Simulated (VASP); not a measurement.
# GaN (strained rocksalt), r²SCAN single-point calculation: Ansatz's output and VASP's

```
Ga N
1.0
     0.00000    2.04526    2.17700
     2.04526    0.00000    2.17700
     2.04526    2.04526    0.00000
Ga N
1 1
Direct
  0.00000 0.00000 0.00000
  0.50000 0.50000 0.50000
```

Ansatz printed

```
SCF 1 converged in 8 iterations: F = -4175.392269 eV  dr2 = 4.46e-8
  greatest PAW one-centre occupation: 0.997 electrons in one spin orbital (limit 2), on the Ga atom at site 0 (counted from 0), in its partial waves of l = 2
NSCF: frozen V_eff on 8 k-points
SCF converged after 8 iterations
Free energy (F): -4175.392269 eV
Harris-Foulkes:  -4175.392269 eV  (|F-HF|=2.91e-8)
Internal energy: -4175.392269 eV  (E = F + TS)
E sigma→0 (E₀):  -4175.392269 eV
Fermi energy:    13.699009 eV
--- Per-component energies (eV) ---
  E_band       = 47.201549
  E_kinetic    = 250.145963
  E_local      = -1643.684771  (includes V_loc(G=0)·N_el)
  E_nonlocal   = 479.878948
  E_hartree    = 778.395619
  E_xc         = -122.167549
  E_vxc        = -143.923703  (∫ρ·V_xc dr)
  E_paw        = -2141.465115  (= ΣΔE_a)
  E_vpaw       = -459.595575  (= ΣTr[D̂ρ^β])
  E_aug_tail   = -0.000024  (compensation charges beyond the density's cutoff)
  E_vtau       = 7.591443  (kinetic-family band-sum trace: ∫τ·v_τ [+ j·A + Jᵃ·Aᵃ] dr)
  E_ewald      = -1775.812707
  E_core_change = -0.682634  (= ΣΔE_core)
  E_smearing   = -0.000000  (= −TS)
  E_closure    = 0.000000  (closes the sum)
  Σ components = -4175.392269   (vs F -4175.392269, Δ=0.00e0)
--- Forces (eV/Å), atoms counted from 1 ---
  atom   1  Ga    -0.00000000     0.00000000    -0.00000000
  atom   2  N      0.00000000     0.00000000     0.00000000
  max |Σ_I F_I| component: 9.47e-30 eV/Å
--- Stress (GPa, compression-positive) ---
       13.795972       0.000000       0.000000
        0.000000      13.795972       0.000000
        0.000000       0.000000       0.009665
  P = ⅓ Tr σ = 9.2005 GPa (92.005 kbar)
--- Band table (eV; the first three rows and the last of 102) ---
  k-point 0: bands = ["-4.8828", "-0.9336", "-0.8980", "-0.8980", "-0.8614", "-0.7782", "12.8282", "12.8282", "13.3515", "16.8167", "28.8366", "29.2901", "29.3642"]
  k-point 1: bands = ["-4.6800", "-0.9295", "-0.9078", "-0.8875", "-0.8639", "-0.8016", "11.8041", "12.8870", "13.2234", "17.7335", "26.7030", "28.0231", "29.1601"]
  k-point 2: bands = ["-4.0932", "-0.9656", "-0.9431", "-0.9136", "-0.8149", "-0.8081", "9.7155", "13.0514", "13.1834", "19.0360", "24.5935", "26.3712", "27.6663"]
  k-point 101: bands = ["-3.2000", "-1.0945", "-0.6888", "-0.6312", "-0.6312", "1.6389", "5.9670", "10.5809", "10.5809", "15.4756", "22.6184", "26.4639", "30.2216"]
```

Each program uses its own PAW datasets. VASP's cell holds 18 valence electrons and Ansatz's 18. Ansatz's stress includes a Pulay correction; VASP's doesn't.

Question: What does VASP give for the same cell and level of theory?

Answer: gap between bands v and c 1.05 eV; least direct gap 3.50 eV; pressure 10.7 GPa.

From OUTCAR

```
k-points           NKPTS =    102   k-points in BZ     NKDIM =    102   number of bands    NBANDS=     16

   NELECT =      18.0000    total number of electrons

   dimension x,y,z NGX =    24 NGY =   24 NGZ =   24
   dimension x,y,z NGXF=    48 NGYF=   48 NGZF=   48

  energy-cutoff  :      520.00
  volume of cell :       18.21
      direct lattice vectors                 reciprocal lattice vectors
     0.000000000  2.045259777  2.176995371    -0.244467723  0.244467723  0.229674351
     2.045259777  0.000000000  2.176995371     0.244467723 -0.244467723  0.229674351
     2.045259777  2.045259777  0.000000000     0.244467723  0.244467723 -0.229674351

 k-points in reciprocal lattice and weights: KPOINTS created by Atomic Simulation Env
   0.00000000  0.00000000  0.00000000       0.001
   0.10000000 -0.00000000  0.00000000       0.008
   0.20000000 -0.00000000  0.00000000       0.008
   0.30000000  0.00000000  0.00000000       0.008
   0.40000000 -0.00000000  0.00000000       0.008
   0.50000000 -0.00000000  0.00000000       0.004
   0.10000000  0.10000000  0.00000000       0.002
   0.20000000  0.10000000  0.00000000       0.008
   ...

 E-fermi :   8.3534

 k-point     1 :       0.0000    0.0000    0.0000
  band No.  band energies     occupation
      1     -10.3535      2.00000
      2      -6.2811      2.00000
      3      -6.2431      2.00000
      4      -6.2431      2.00000
      5      -6.2190      2.00000
      6      -6.1364      2.00000
      7       7.3523      2.00000
      8       7.3524      2.00000
      9       7.8695      2.00000
     10      11.3683      0.00000
     11      23.4849      0.00000
     12      23.8344      0.00000
     13      24.0051      0.00000
     14      24.0051      0.00000
     15      25.5178      0.00000
     16      26.5661      0.00000

 k-point     2 :       0.1000   -0.0000    0.0000
  band No.  band energies     occupation
      1     -10.1502      2.00000
      2      -6.2774      2.00000
      3      -6.2563      2.00000
      4      -6.2330      2.00000
      5      -6.2180      2.00000
      6      -6.1596      2.00000
      7       6.3312      2.00000
      8       7.4125      2.00000
      9       7.7446      2.00000
     10      12.2817      0.00000
     11      21.2575      0.00000
     12      22.6002      0.00000
     13      23.7627      0.00000
     14      24.6169      0.00000
     15      25.9039      0.00000
     16      26.0249      0.00000

 k-point     3 :       0.2000   -0.0000    0.0000
  band No.  band energies     occupation
      1      -9.5612      2.00000
      2      -6.3204      2.00000
      3      -6.2910      2.00000
      4      -6.2685      2.00000
      5      -6.1639      2.00000
      6      -6.1570      2.00000
      7       4.2462      2.00000
      8       7.5810      2.00000
      9       7.7099      2.00000
     10      13.5831      0.00000
     11      19.1227      0.00000
     12      20.9146      0.00000
     13      22.2169      0.00000
     14      25.0103      0.00000
     15      26.4608      0.00000
     16      26.4818      0.00000

 k-point     4 :       0.3000    0.0000    0.0000
  band No.  band energies     occupation
      1      -8.6669      2.00000
      2      -6.4001      2.00000
      3      -6.3604      2.00000
      4      -6.3288      2.00000
      5      -6.1038      2.00000
      6      -6.0845      2.00000
      7       2.0809      2.00000
      8       7.7081      2.00000
      9       7.8141      2.00000
     10      14.0252      0.00000
     11      18.2547      0.00000
     12      19.5011      0.00000
     13      20.4737      0.00000
     14      25.1203      0.00000
     15      28.2245      0.00000
     16      28.3933      0.00000

 k-point     5 :       0.4000   -0.0000    0.0000
  band No.  band energies     occupation
      1      -7.6756      2.00000
      2      -6.4653      2.00000
      3      -6.4369      2.00000
      4      -6.4032      2.00000
      5      -6.0569      2.00000
      6      -6.0185      2.00000
      7       0.3092      2.00000
      8       7.7247      2.00000
      9       8.0277      2.00000
     10      13.7129      0.00000
     11      17.9428      0.00000
     12      18.9645      0.00000
     13      19.2680      0.00000
     14      25.6130      0.00000
     15      30.6907      0.00000
     16      30.9804      0.00000

 k-point     6 :       0.5000   -0.0000    0.0000
  band No.  band energies     occupation
      1      -7.1176      2.00000
      2      -6.5179      2.00000
      3      -6.4836      2.00000
      4      -6.4661      2.00000
      5      -6.0387      2.00000
      6      -5.9933      2.00000
      7      -0.4362      2.00000
      8       7.7354      2.00000
      9       8.1165      2.00000
     10      13.5147      0.00000
     11      17.7073      0.00000
     12      18.8387      0.00000
     13      18.9814      0.00000
     14      25.9789      0.00000
     15      33.1195      0.00000
     16      33.1211      0.00000

 ...

  Total        1.7697275      1.7697275      0.1074736      0.0000000     -0.0000000      0.0000000
  in kB      155.6798965    155.6798965      9.4542718      0.0000000     -0.0000000      0.0000000
  external PRESSURE =     106.9380216 kB  Pullay stress =       0.0000000 kB

 POSITION                                       TOTAL-FORCE (eV/Angst)
 -----------------------------------------------------------------------------------
      0.00000      0.00000      0.00000         0.000000     -0.000000      0.000000
      2.04526      2.04526      2.17700        -0.000000      0.000000     -0.000000
 -----------------------------------------------------------------------------------
    total drift:                                0.000000     -0.000000     -0.000000

  FREE ENERGIE OF THE ION-ELECTRON SYSTEM (eV)
  ---------------------------------------------------
  free  energy   TOTEN  =       -20.9234816355 eV

  energy  without entropy=      -20.9234816355  energy(sigma->0) =      -20.92348164
```
